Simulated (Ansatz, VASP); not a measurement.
# Cs in VASP and in Ansatz

INCAR

```
PREC = Accurate
ENCUT = 520
EDIFF = 1E-6
ISMEAR = -1
SIGMA = 0.6
LREAL = False
LASPH = True
NELM = 80
ALGO = Normal
ISIF = 2
LWAVE = False
LCHARG = False
GGA = PE
NBANDS = 10
```

Contents of KPOINTS:

```
Automatic mesh
0
Gamma
  7 7 7
```

The input POSCAR:

```
Cs
1.0
   -3.0771709509      3.0771709509      3.0771709509
    3.0771709509     -3.0771709509      3.0771709509
    3.0771709509      3.0771709509     -3.0771709509
Cs
1
Direct
    0.0000000000      0.0000000000      0.0000000000
```

Input for Ansatz:

```yaml
crystal:
  lattice:
    - [-3.0771709509, 3.0771709509, 3.0771709509]
    - [3.0771709509, -3.0771709509, 3.0771709509]
    - [3.0771709509, 3.0771709509, -3.0771709509]
  atoms:
    - { symbol: Cs, position: [0.0, 0.0, 0.0] }
hamiltonian:
  xc: pbe
  pseudopotentials:
    kind: paw
    azcp:
      Cs: "pseudopotentials/Cs.paw.azcp"
basis:
  ecutwfc: 420
  fft_grid_basis: typed
kpoints:
  mp_grid: { grid: [7, 7, 7], shift: [0, 0, 0] }
magnetization:
  spin_polarized: false
scf:
  occupations: { method: fermi_dirac, width: 0.6 }
  lower_state_search: "off"
output:
  stress: true
```

Alike in both runs: task single point; functional PBE; k mesh 7 × 7 × 7; occupations fermi-dirac, width 0.6 eV; no spin polarisation.

|  | VASP | Ansatz |
| --- | --- | --- |
| version | VASP 6.6.1 | Ansatz 0.2.0 |
| potentials or method | VASP PAW PBE potentials, release 64 (Cs_sv) | plane waves (420 eV) with PAW, scalar-relativistic |
| plane-wave cutoff (eV) | 520 | 420 |
| valence electrons in the cell | 9 | 9 |

Ansatz gave:

| Item | Value |
| --- | --- |
| pressure (GPa) | 0.2 |

Question: What did VASP give for the same quantities?

Answer: Pressure (GPa): 0.1.

Spin-orbit coupling is left out, which matters for the levels of Cs.
